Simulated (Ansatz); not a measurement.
GeTe (alpha-GeTe type, space group R3m)

```yaml
crystal:
  lattice:
    - [4.22663, 2.44024, 7.27983]
    - [0.00000, 2.44024, 7.27983]
    - [0.00000, -2.44024, 3.63992]
  atoms:
    - { symbol: Ge, position: [0.00000, 0.23423, 0.23423] }
    - { symbol: Ge, position: [0.50000, 0.23423, 0.23423] }
    - { symbol: Te, position: [0.00000, 0.76577, 0.76577] }
    - { symbol: Te, position: [0.50000, 0.76577, 0.76577] }
```

The atoms are displaced by Q × the pattern below (from a DFPT mode at F = (0.5, 0.5, 0.0), largest move 1; Q in Å), at fixed cell. (q is in reciprocal vectors of the primitive cell; the cell shown is doubled to hold the pattern.)

```json
[
 {"atom": "Ge1", "x": "0.000", "y": "0.961", "z": "0.278"},
 {"atom": "Ge2", "x": "0.000", "y": "-0.961", "z": "-0.278"},
 {"atom": "Te3", "x": "0.000", "y": "-0.424", "z": "-0.404"},
 {"atom": "Te4", "x": "0.000", "y": "0.424", "z": "0.404"}
]
```

Level of theory: PBE (plane waves to 420 eV, PAW, scalar-relativistic; Ansatz, a program for electronic structure). k mesh 10×10×10 (Γ-centred), Fermi-Dirac smearing 0.05 eV. The energy includes the smearing's −TS. GeTe was relaxed with its symmetry unable to fall. Spin-orbit coupling is left out, though Te is heavy. The zero of ΔE is the undisplaced structure.

| Q (Å) | ΔE (meV/cell) |
|---|---|
| -0.1000 | 50.4 |
| -0.0833 | 34.6 |
| -0.0667 | 22.0 |
| -0.0500 | withheld |
| -0.0333 | 5.4 |
| -0.0167 | 1.4 |
| 0.0000 | 0.0 |
| 0.0167 | 1.4 |
| 0.0333 | 5.4 |
| 0.0500 | withheld |
| 0.0667 | 22.0 |
| 0.0833 | 34.6 |
| 0.1000 | 50.4 |

Task: Fit an even polynomial form (powers 2, 4) to the given rows and predict ΔE at Q = 0.0500.

Result: Least squares on the 11 given rows: ΔE = (4867)·Q² + (17320)·Q⁴, in meV/cell with Q in Å; root-mean-square residual 0.02 meV/cell. At 0.0500 the fit gives 12.3 meV/cell; the calculation gives 12.3 meV/cell, the same to the digits shown. The quadratic term alone would give 12.2 meV/cell.

(For displaced atoms, the force is minus the slope of the energy, and its curvature is a force constant, which sets phonon frequencies.)
